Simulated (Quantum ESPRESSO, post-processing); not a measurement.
# In2Se2, 1 layer, rectangular cell, stepped through strain along the second axis, part 7 of 7

What law, if any, do the results for In2Se2, 1 layer, rectangular cell follow against strain along the second axis?

Quantum ESPRESSO 7.5; plane-wave DFT, PBE, GBRV ultrasoft pseudopotentials.

So far. Step 9 (Relaxing the ions, 3 %): The relaxation lowers the energy by 2 meV an atom.

### Step 11. Relaxing the ions, 4 %

The input, m8.relax.in:

```
&control
  prefix = 'm8.relax'
  outdir = './out'
  pseudo_dir = './pseudo'
  nstep = 40
  forc_conv_thr = 0.0003
  calculation = 'relax'
  tstress = .true.
/
&system
  ibrav = 0
  nat = 8
  ntyp = 2
  ecutwfc = 50
  ecutrho = 250
  occupations = 'smearing'
  smearing = 'fd'
  degauss = 0.002
/
&electrons
  conv_thr = 1e-09
  mixing_beta = 0.4
  electron_maxstep = 120
  mixing_mode = 'plain'
/
&ions
/
ATOMIC_SPECIES
  Se  78.9710  se_pbe_v1.uspp.F.UPF
  In  114.8180  in_pbe_v1.4.uspp.F.UPF
CELL_PARAMETERS angstrom
  4.08092491800000 0.00000000000000 0.00000000000000
  0.00000000000000 7.35060366352000 0.00000000000000
  0.00000000000000 0.00000000000000 20.14290946400000
ATOMIC_POSITIONS crystal
  Se  0.000000000000 0.333334341600 0.366558047100
  Se  0.500000000000 0.833334386500 0.366557955300
  In  0.000000000000 -0.000001105000 0.429924743200
  In  0.500000000000 0.499999043600 0.429924757800
  In  0.000000000000 -0.000001105000 0.570075256800
  In  0.500000000000 0.499999043600 0.570075242200
  Se  0.000000000000 0.333334341600 0.633441952900
  Se  0.500000000000 0.833334386500 0.633442044700
K_POINTS automatic
  8 4 1 0 0 0
```

Launch:

```console
OMP_NUM_THREADS=1 mpirun -n 4 pw.x -nk 2 -in m8.relax.in > m8.relax.out
```

Log:

```text
[banner, memory and clock lines left out]
Program PWSCF v.7.5 starts
[...]
Message from routine setup:
[...]
number of electrons       =        76.00
     number of Kohn-Sham states=           46
     kinetic-energy cutoff     =      50.0000  Ry
     charge density cutoff     =     250.0000  Ry
[...]
number of k points=    15  Fermi-Dirac smearing, width (Ry)=  0.0020
[...]
Dense  grid:   272165 G-vectors     FFT dimensions: (  40,  72, 192)
[...]
negative rho (up, down):  9.768E-04 0.000E+00
     Starting wfcs are   52 randomized atomic wfcs
[...]
negative rho (up, down):  8.576E-04 0.000E+00
[...]
estimated scf accuracy    <       7.79953463 Ry
[...]
negative rho (up, down):  9.575E-04 0.000E+00
[...]
estimated scf accuracy    <       0.11372349 Ry
[...]
negative rho (up, down):  1.044E-03 0.000E+00
[...]
estimated scf accuracy    <       0.04719670 Ry
[...]
negative rho (up, down):  1.110E-03 0.000E+00
[...]
estimated scf accuracy    <       0.01371254 Ry
[...]
negative rho (up, down):  1.139E-03 0.000E+00
[...]
estimated scf accuracy    <       0.00108675 Ry
[...]
negative rho (up, down):  1.161E-03 0.000E+00
[...]
estimated scf accuracy    <       0.00013164 Ry
[...]
negative rho (up, down):  1.171E-03 0.000E+00
[...]
estimated scf accuracy    <       0.00002161 Ry
[...]
negative rho (up, down):  1.176E-03 0.000E+00
[...]
estimated scf accuracy    <       0.00000540 Ry
[...]
negative rho (up, down):  1.180E-03 0.000E+00
[...]
estimated scf accuracy    <       0.00000023 Ry
[...]
negative rho (up, down):  1.182E-03 0.000E+00
[...]
estimated scf accuracy    <       0.00000008 Ry
[...]
negative rho (up, down):  1.184E-03 0.000E+00
[...]
estimated scf accuracy    <          8.2E-09 Ry
[...]
negative rho (up, down):  1.185E-03 0.000E+00
[...]
estimated scf accuracy    <          3.2E-09 Ry
[...]
negative rho (up, down):  1.186E-03 0.000E+00
[...]
the Fermi energy is    -0.8150 ev
!    total energy              =    -708.62815227 Ry
     estimated scf accuracy    <          4.1E-10 Ry
     smearing contrib. (-TS)   =      -0.00000000 Ry
     internal energy E=F+TS    =    -708.62815227 Ry
[...]
one-electron contribution =   -2107.92262114 Ry
     hartree contribution      =    1083.51161914 Ry
     xc contribution           =    -269.71836830 Ry
     ewald contribution        =     585.50121802 Ry
     convergence has been achieved in  13 iterations
     negative rho (up, down):  1.186E-03 0.000E+00
[...]
Total force =     0.029575     Total SCF correction =     0.000135
[...]
negative rho (up, down):  1.186E-03 0.000E+00
[...]
negative rho (up, down):  1.192E-03 0.000E+00
[...]
negative rho (up, down):  1.187E-03 0.000E+00
[...]
estimated scf accuracy    <       0.00026580 Ry
[...]
negative rho (up, down):  1.186E-03 0.000E+00
[...]
estimated scf accuracy    <       0.00024254 Ry
[...]
negative rho (up, down):  1.186E-03 0.000E+00
[...]
estimated scf accuracy    <       0.00000156 Ry
[...]
negative rho (up, down):  1.185E-03 0.000E+00
[...]
estimated scf accuracy    <       0.00000053 Ry
[...]
negative rho (up, down):  1.185E-03 0.000E+00
[...]
estimated scf accuracy    <       0.00000003 Ry
[...]
negative rho (up, down):  1.185E-03 0.000E+00
[...]
estimated scf accuracy    <          2.4E-09 Ry
[...]
negative rho (up, down):  1.185E-03 0.000E+00
[...]
the Fermi energy is    -0.8222 ev
!    total energy              =    -708.62890236 Ry
     estimated scf accuracy    <          2.1E-10 Ry
     smearing contrib. (-TS)   =      -0.00000000 Ry
     internal energy E=F+TS    =    -708.62890236 Ry
[...]
one-electron contribution =   -2107.51845699 Ry
     hartree contribution      =    1083.31990235 Ry
     xc contribution           =    -269.72858361 Ry
     ewald contribution        =     585.29823589 Ry
     convergence has been achieved in   7 iterations
     negative rho (up, down):  1.185E-03 0.000E+00
[...]
Total force =     0.021405     Total SCF correction =     0.000043
[...]
negative rho (up, down):  1.185E-03 0.000E+00
[...]
negative rho (up, down):  1.192E-03 0.000E+00
[...]
negative rho (up, down):  1.188E-03 0.000E+00
[...]
estimated scf accuracy    <       0.00020702 Ry
[...]
negative rho (up, down):  1.187E-03 0.000E+00
[...]
estimated scf accuracy    <       0.00018620 Ry
[...]
negative rho (up, down):  1.186E-03 0.000E+00
[...]
estimated scf accuracy    <       0.00000172 Ry
[...]
negative rho (up, down):  1.186E-03 0.000E+00
[...]
estimated scf accuracy    <       0.00000057 Ry
[...]
negative rho (up, down):  1.186E-03 0.000E+00
[...]
estimated scf accuracy    <       0.00000003 Ry
[...]
negative rho (up, down):  1.185E-03 0.000E+00
[...]
estimated scf accuracy    <          5.4E-09 Ry
[...]
negative rho (up, down):  1.185E-03 0.000E+00
[...]
estimated scf accuracy    <          2.3E-10 Ry
[...]
negative rho (up, down):  1.185E-03 0.000E+00
[...]
the Fermi energy is    -0.8098 ev
!    total energy              =    -708.62945071 Ry
     estimated scf accuracy    <          5.1E-11 Ry
     smearing contrib. (-TS)   =      -0.00000000 Ry
     internal energy E=F+TS    =    -708.62945071 Ry
[...]
one-electron contribution =   -2107.59668890 Ry
     hartree contribution      =    1083.36843806 Ry
     xc contribution           =    -269.73937395 Ry
     ewald contribution        =     585.33817408 Ry
     convergence has been achieved in   8 iterations
     negative rho (up, down):  1.185E-03 0.000E+00
[...]
Total force =     0.013957     Total SCF correction =     0.000042
[...]
negative rho (up, down):  1.185E-03 0.000E+00
[...]
negative rho (up, down):  1.198E-03 0.000E+00
[...]
negative rho (up, down):  1.191E-03 0.000E+00
[...]
estimated scf accuracy    <       0.00021794 Ry
[...]
negative rho (up, down):  1.190E-03 0.000E+00
[...]
estimated scf accuracy    <       0.00019590 Ry
[...]
negative rho (up, down):  1.189E-03 0.000E+00
[...]
estimated scf accuracy    <       0.00000323 Ry
[...]
negative rho (up, down):  1.188E-03 0.000E+00
[...]
estimated scf accuracy    <       0.00000075 Ry
[...]
negative rho (up, down):  1.188E-03 0.000E+00
[...]
estimated scf accuracy    <       0.00000006 Ry
[...]
negative rho (up, down):  1.188E-03 0.000E+00
[...]
internal energy E=F+TS    =    -708.62984876 Ry
[...]
one-electron contribution =   -2108.56416911 Ry
     hartree contribution      =    1083.86274739 Ry
     xc contribution           =    -269.75395622 Ry
     ewald contribution        =     585.82552918 Ry
     convergence has been achieved in   9 iterations
     negative rho (up, down):  1.188E-03 0.000E+00
[...]
Total force =     0.007789     Total SCF correction =     0.000009
[...]
negative rho (up, down):  1.188E-03 0.000E+00
[...]
negative rho (up, down):  1.194E-03 0.000E+00
[...]
negative rho (up, down):  1.191E-03 0.000E+00
[...]
estimated scf accuracy    <       0.00000887 Ry
[...]
negative rho (up, down):  1.191E-03 0.000E+00
[...]
estimated scf accuracy    <       0.00000260 Ry
[...]
negative rho (up, down):  1.190E-03 0.000E+00
[...]
estimated scf accuracy    <       0.00000102 Ry
[...]
negative rho (up, down):  1.190E-03 0.000E+00
[...]
estimated scf accuracy    <       0.00000008 Ry
[...]
negative rho (up, down):  1.190E-03 0.000E+00
[...]
estimated scf accuracy    <          5.1E-09 Ry
[...]
negative rho (up, down):  1.190E-03 0.000E+00
[...]
estimated scf accuracy    <          5.7E-10 Ry
[...]
negative rho (up, down):  1.190E-03 0.000E+00
[...]
estimated scf accuracy    <          9.3E-11 Ry
[...]
negative rho (up, down):  1.190E-03 0.000E+00
[...]
the Fermi energy is    -0.8006 ev
!    total energy              =    -708.62995490 Ry
     estimated scf accuracy    <          5.1E-12 Ry
     smearing contrib. (-TS)   =      -0.00000000 Ry
     internal energy E=F+TS    =    -708.62995490 Ry
[...]
one-electron contribution =   -2110.13204970 Ry
     hartree contribution      =    1084.64955997 Ry
     xc contribution           =    -269.76153616 Ry
     ewald contribution        =     586.61407099 Ry
     convergence has been achieved in   8 iterations
     negative rho (up, down):  1.190E-03 0.000E+00
[...]
Total force =     0.007556     Total SCF correction =     0.000009
[...]
negative rho (up, down):  1.190E-03 0.000E+00
[...]
negative rho (up, down):  1.191E-03 0.000E+00
[...]
negative rho (up, down):  1.191E-03 0.000E+00
[...]
estimated scf accuracy    <       0.00005396 Ry
[...]
negative rho (up, down):  1.190E-03 0.000E+00
[...]
estimated scf accuracy    <       0.00003741 Ry
[...]
negative rho (up, down):  1.190E-03 0.000E+00
[...]
estimated scf accuracy    <       0.00000087 Ry
[...]
negative rho (up, down):  1.190E-03 0.000E+00
[...]
estimated scf accuracy    <       0.00000014 Ry
[...]
negative rho (up, down):  1.190E-03 0.000E+00
[...]
estimated scf accuracy    <       0.00000001 Ry
[...]
negative rho (up, down):  1.190E-03 0.000E+00
[...]
estimated scf accuracy    <          1.1E-09 Ry
[...]
negative rho (up, down):  1.190E-03 0.000E+00
[...]
estimated scf accuracy    <          1.3E-10 Ry
[...]
negative rho (up, down):  1.190E-03 0.000E+00
[...]
the Fermi energy is    -0.7961 ev
!    total energy              =    -708.63003815 Ry
     estimated scf accuracy    <          1.0E-11 Ry
     smearing contrib. (-TS)   =      -0.00000000 Ry
     internal energy E=F+TS    =    -708.63003815 Ry
[...]
one-electron contribution =   -2112.47210856 Ry
     hartree contribution      =    1085.81831428 Ry
     xc contribution           =    -269.76637185 Ry
     ewald contribution        =     587.79012797 Ry
     convergence has been achieved in   8 iterations
     negative rho (up, down):  1.190E-03 0.000E+00
[...]
Total force =     0.007026     Total SCF correction =     0.000018
[...]
negative rho (up, down):  1.190E-03 0.000E+00
[...]
negative rho (up, down):  1.188E-03 0.000E+00
[...]
negative rho (up, down):  1.189E-03 0.000E+00
[...]
estimated scf accuracy    <       0.00022661 Ry
[...]
negative rho (up, down):  1.189E-03 0.000E+00
[...]
estimated scf accuracy    <       0.00014468 Ry
[...]
negative rho (up, down):  1.189E-03 0.000E+00
[...]
estimated scf accuracy    <       0.00000168 Ry
[...]
negative rho (up, down):  1.189E-03 0.000E+00
[...]
estimated scf accuracy    <       0.00000025 Ry
[...]
negative rho (up, down):  1.189E-03 0.000E+00
[...]
estimated scf accuracy    <       0.00000002 Ry
[...]
negative rho (up, down):  1.189E-03 0.000E+00
[...]
estimated scf accuracy    <          1.8E-09 Ry
[...]
negative rho (up, down):  1.189E-03 0.000E+00
[...]
estimated scf accuracy    <          2.9E-10 Ry
[...]
negative rho (up, down):  1.189E-03 0.000E+00
[...]
estimated scf accuracy    <          1.5E-11 Ry
[...]
negative rho (up, down):  1.189E-03 0.000E+00
[...]
the Fermi energy is    -0.7977 ev
!    total energy              =    -708.63012985 Ry
     estimated scf accuracy    <          1.4E-12 Ry
     smearing contrib. (-TS)   =      -0.00000000 Ry
     internal energy E=F+TS    =    -708.63012985 Ry
[...]
one-electron contribution =   -2116.17315233 Ry
     hartree contribution      =    1087.66377078 Ry
     xc contribution           =    -269.77038200 Ry
     ewald contribution        =     589.64963370 Ry
     convergence has been achieved in   9 iterations
     negative rho (up, down):  1.189E-03 0.000E+00
[...]
Total force =     0.005153     Total SCF correction =     0.000001
[...]
negative rho (up, down):  1.189E-03 0.000E+00
[...]
negative rho (up, down):  1.187E-03 0.000E+00
[...]
negative rho (up, down):  1.188E-03 0.000E+00
[...]
estimated scf accuracy    <       0.00023973 Ry
[...]
negative rho (up, down):  1.189E-03 0.000E+00
[...]
estimated scf accuracy    <       0.00015492 Ry
[...]
negative rho (up, down):  1.189E-03 0.000E+00
[...]
estimated scf accuracy    <       0.00000112 Ry
[...]
negative rho (up, down):  1.189E-03 0.000E+00
[...]
estimated scf accuracy    <       0.00000022 Ry
[...]
negative rho (up, down):  1.189E-03 0.000E+00
[...]
estimated scf accuracy    <       0.00000002 Ry
[...]
negative rho (up, down):  1.190E-03 0.000E+00
[...]
estimated scf accuracy    <          2.2E-09 Ry
[...]
negative rho (up, down):  1.190E-03 0.000E+00
[...]
estimated scf accuracy    <          1.8E-10 Ry
[...]
negative rho (up, down):  1.190E-03 0.000E+00
[...]
estimated scf accuracy    <          2.5E-11 Ry
[...]
negative rho (up, down):  1.190E-03 0.000E+00
[...]
the Fermi energy is    -0.7963 ev
!    total energy              =    -708.63017782 Ry
     estimated scf accuracy    <          2.3E-12 Ry
     smearing contrib. (-TS)   =      -0.00000000 Ry
     internal energy E=F+TS    =    -708.63017782 Ry
[...]
one-electron contribution =   -2119.41153261 Ry
     hartree contribution      =    1089.27675078 Ry
     xc contribution           =    -269.77192951 Ry
     ewald contribution        =     591.27653352 Ry
     convergence has been achieved in   9 iterations
     negative rho (up, down):  1.190E-03 0.000E+00
[...]
Total force =     0.003485     Total SCF correction =     0.000007
[...]
negative rho (up, down):  1.190E-03 0.000E+00
[...]
negative rho (up, down):  1.189E-03 0.000E+00
[...]
negative rho (up, down):  1.190E-03 0.000E+00
[...]
estimated scf accuracy    <       0.00003945 Ry
[...]
negative rho (up, down):  1.190E-03 0.000E+00
[...]
estimated scf accuracy    <       0.00002900 Ry
[...]
negative rho (up, down):  1.190E-03 0.000E+00
[...]
estimated scf accuracy    <       0.00000017 Ry
[...]
negative rho (up, down):  1.190E-03 0.000E+00
[...]
estimated scf accuracy    <       0.00000005 Ry
[...]
negative rho (up, down):  1.190E-03 0.000E+00
[...]
estimated scf accuracy    <          2.1E-09 Ry
[...]
negative rho (up, down):  1.190E-03 0.000E+00
[...]
estimated scf accuracy    <          1.3E-10 Ry
[...]
negative rho (up, down):
```

It took 19 min on 4 MPI ranks of Arm Neoverse V2, shared host; peak memory 1.6 GiB.

The steps of the relaxation:

```csv
step,energy less that of the first step (eV),largest force (eV/Å)
1,0.0000,0.2760
2,-0.0102,0.2075
3,-0.0177,0.1513
4,-0.0231,0.0758
5,-0.0245,0.0900
6,-0.0257,0.0891
7,-0.0269,0.0623
8,-0.0276,0.0323
9,-0.0278,0.0306
10,-0.0280,0.0226
11,-0.0281,0.0154
12,-0.0282,0.0051
```

The atoms that moved most (Å):

```csv
atom,dx,dy,dz,length
Se2,0.000,-0.014,0.042,0.044
Se8,0.000,-0.014,-0.042,0.044
Se7,0.000,-0.014,-0.042,0.044
Se1,0.000,-0.014,0.042,0.044
In5,0.000,0.014,0.003,0.015
In3,0.000,0.014,-0.003,0.015
In4,0.000,0.014,-0.003,0.015
In6,0.000,0.014,0.003,0.015
```

The relaxation lowers the energy by 4 meV an atom.

Read from the output:

| Quantity | Value |
| --- | --- |
| free energy | -9641.4054 eV |
| Fermi energy | -0.7957 eV |

### Step 12. Self-consistent run, 4 %

The input, m8.scf.in:

```
&control
  prefix = 'm8.scf'
  outdir = './out'
  pseudo_dir = './pseudo'
  calculation = 'scf'
  tprnfor = .true.
/
&system
  ibrav = 0
  nat = 8
  ntyp = 2
  ecutwfc = 40
  ecutrho = 200
  occupations = 'smearing'
  smearing = 'fd'
  degauss = 0.002
  nbnd = 42
/
&electrons
  conv_thr = 1e-09
  mixing_beta = 0.4
  electron_maxstep = 120
  mixing_mode = 'plain'
/
ATOMIC_SPECIES
  Se  78.9710  se_pbe_v1.uspp.F.UPF
  In  114.8180  in_pbe_v1.4.uspp.F.UPF
CELL_PARAMETERS angstrom
  4.08092491800000 0.00000000000000 0.00000000000000
  0.00000000000000 7.35060366352000 0.00000000000000
  0.00000000000000 0.00000000000000 20.14290946400000
ATOMIC_POSITIONS crystal
  Se  0.000000000000 0.331362341500 0.368643915200
  Se  0.500000000000 0.831362339100 0.368643912600
  In  0.000000000000 0.001970981100 0.429791892200
  In  0.500000000000 0.501971005000 0.429791897700
  In  0.000000000000 0.001970981100 0.570208107800
  In  0.500000000000 0.501971005000 0.570208102300
  Se  0.000000000000 0.331362341500 0.631356084800
  Se  0.500000000000 0.831362339100 0.631356087400
K_POINTS automatic
  8 4 1 0 0 0
```

Launch:

```console
OMP_NUM_THREADS=1 mpirun -n 4 pw.x -nk 2 -in m8.scf.in > m8.scf.out
```

Log:

```text
[banner, memory and clock lines left out]
Program PWSCF v.7.5 starts
[...]
Message from routine setup:
[...]
number of electrons       =        76.00
     number of Kohn-Sham states=           42
     kinetic-energy cutoff     =      40.0000  Ry
     charge density cutoff     =     200.0000  Ry
[...]
number of k points=    15  Fermi-Dirac smearing, width (Ry)=  0.0020
[...]
Dense  grid:   194911 G-vectors     FFT dimensions: (  36,  64, 180)
[...]
negative rho (up, down):  6.928E-04 0.000E+00
     Starting wfcs are   52 randomized atomic wfcs
[...]
negative rho (up, down):  5.321E-04 0.000E+00
[...]
estimated scf accuracy    <       7.62889417 Ry
[...]
negative rho (up, down):  5.449E-04 0.000E+00
[...]
estimated scf accuracy    <       0.09793664 Ry
[...]
negative rho (up, down):  8.779E-04 0.000E+00
[...]
estimated scf accuracy    <       0.02950553 Ry
[...]
negative rho (up, down):  7.247E-04 0.000E+00
[...]
estimated scf accuracy    <       0.01113766 Ry
[...]
negative rho (up, down):  6.673E-04 0.000E+00
[...]
estimated scf accuracy    <       0.00185717 Ry
[...]
negative rho (up, down):  6.669E-04 0.000E+00
[...]
estimated scf accuracy    <       0.00019130 Ry
[...]
negative rho (up, down):  6.583E-04 0.000E+00
[...]
estimated scf accuracy    <       0.00002434 Ry
[...]
negative rho (up, down):  6.551E-04 0.000E+00
[...]
estimated scf accuracy    <       0.00001912 Ry
[...]
negative rho (up, down):  6.552E-04 0.000E+00
[...]
estimated scf accuracy    <       0.00000175 Ry
[...]
negative rho (up, down):  6.556E-04 0.000E+00
[...]
estimated scf accuracy    <       0.00000003 Ry
[...]
negative rho (up, down):  6.560E-04 0.000E+00
[...]
estimated scf accuracy    <       0.00000002 Ry
[...]
negative rho (up, down):  6.563E-04 0.000E+00
[...]
estimated scf accuracy    <          1.6E-09 Ry
[...]
negative rho (up, down):  6.568E-04 0.000E+00
[...]
the Fermi energy is    -0.7954 ev
!    total energy              =    -708.61518630 Ry
     estimated scf accuracy    <          8.8E-11 Ry
     smearing contrib. (-TS)   =      -0.00000000 Ry
     internal energy E=F+TS    =    -708.61518630 Ry
[...]
one-electron contribution =   -2123.20752885 Ry
     hartree contribution      =    1091.17024069 Ry
     xc contribution           =    -269.77496951 Ry
     ewald contribution        =     593.19707137 Ry
     convergence has been achieved in  13 iterations
     negative rho (up, down):  6.568E-04 0.000E+00
[...]
Total force =     0.000368     Total SCF correction =     0.000034
[...]
```

The job ended after 87 s (4 MPI ranks; peak memory 1.1 GiB; 5.8 min of CPU time).

Numbers from this step:

```
free energy                          : -9641.2008 eV
Fermi energy                         : -0.7954 eV
valence top, on the run's zero       : -1.356 eV
conduction bottom, on the run's zero : -0.2907 eV
gap by band count                    : 1.065 eV
```

### Step 13. The series side by side

The series in one table, energies over the lowest:

```csv
strain along the second axis,energy (eV),gap along the path (eV),upper vacuum level over the valence top of the mesh (eV),lower vacuum level over that top (eV)
-4 %,0.0766,1.707,6.046,6.047
-3 %,0.0426,1.633,6.017,6.018
-2 %,0.0188,1.558,5.99,5.99
-1 %,0.0048,1.479,5.963,5.963
0 %,0.0000,1.397,5.939,5.939
1 %,0.0043,1.311,5.917,5.917
2 %,0.0169,1.226,5.893,5.893
3 %,0.0379,1.138,5.868,5.868
4 %,0.0666,1.054,5.847,5.847
```

### Step 14. The arithmetic

A parabola through the energies within ±2 % has E = 44.61 eV × ε² -0.043 eV × ε; for the curvature, over A = 28.844 Å² this is 44.61 × 2/28.844 × 16.02 = 50 N/m.

### Step 15. What came out

```yaml
in_plane_stiffness_along_the_strain: 50 N/m
gap_along_the_path_at_minus_4_and_at_4: 1.71, 1.05 eV
upper_vacuum_level_over_the_valence_top_of_the_mesh_at_minus_4_and_at_4: 6.05, 5.85 eV
lower_vacuum_level_over_that_top_at_minus_4_and_at_4: 6.05, 5.85 eV
```

In words: The series holds 9 members; in-plane stiffness along the strain: 50 N/m (PBE, GBRV ultrasoft). The energy is lowest near zero strain. From -4 % to 4 % the gap along the path falls from 1.71 to 1.05 eV. From -4 % to 4 % the upper vacuum level over the valence top of the mesh falls from 6.05 to 5.85 eV. From -4 % to 4 % the lower vacuum level over that top falls from 6.05 to 5.85 eV. Semilocal gaps are too small; the 1×1 cell can't ripple over many cells under compression as a free sheet would. No spin-orbit coupling.

[Logs are printed without paths, hosts, clocks, repeated set-up lines and the standing remarks that a program may print on its own settings, such as how far it seeks lower states.]

[Hosts, paths, dates, database ids (printed as entryN), source tags and the programs' standing remarks are cut or masked in the printed files.]

[Maps of the electrostatic potential energy from Ansatz leave out the sawtooth potential of an applied field or a dipole correction, so their vacuum need not be flat; planar profiles and work functions include it.]
